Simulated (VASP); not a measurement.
Runs of VASP 6.6.1 on CsSnBr3. It takes space group Pm-3m (No. 221, cubic). The conventional cell has a = 5.810 Å, b = 5.810 Å, c = 5.810 Å, α = 90.00°, β = 90.00°, γ = 90.00°. Cs (site symmetry m-3m) is surrounded by 12 Br at 4.11 Å. Sn (site symmetry m-3m) is surrounded by 6 Br at 2.90 Å. Around Br (site symmetry 4/mmm) lie 2 Sn at 2.90 Å. The cell was built by a generator and needn't be a form met in nature.

| task | level | potentials or basis | spin | cell | cutoff (eV) | gap on the mesh (eV) | pressure (GPa) |
| --- | --- | --- | --- | --- | --- | --- | --- |
| relaxation of cell and atoms | LDA | VASP PAW LDA potentials, release 64 (Cs_sv, Sn_d, Br) | off | relaxed | 600 | none | 0.0 |
| single point | r2SCAN | VASP PAW PBE potentials, release 64 (Cs_sv, Sn_d, Br) | off | Pm-3m, 38.31 Å³/atom | 520 | 0.46 | 0.8 |
| single point | PBE | VASP PAW PBE potentials, release 64 (Cs_sv, Sn_d, Br) | non-collinear, zero start, SOC | Pm-3m, 38.31 Å³/atom | 520 | - | (a) |
| single point | LDA | VASP PAW LDA potentials, release 64 (Cs_sv, Sn_d, Br) | off | Pm-3m, 36.36 Å³/atom | 520 | none | 0.0 |

Alike in all rows: k mesh 6 × 6 × 6; smearing gaussian 0.01 eV.

Fill in the values left out.

(a) 1.5.

Caveats: the PAW data sets were made with another functional, which shifts forces and pressure a little (some runs); spin-orbit coupling is left out, which moves the levels of the heavy elements (some runs).

A k mesh can miss the band edges, and rows without SOC leave out spin-orbit coupling on Br, Cs, Sn.

A gap of «none» marks a metal or a gap under the smearing width.
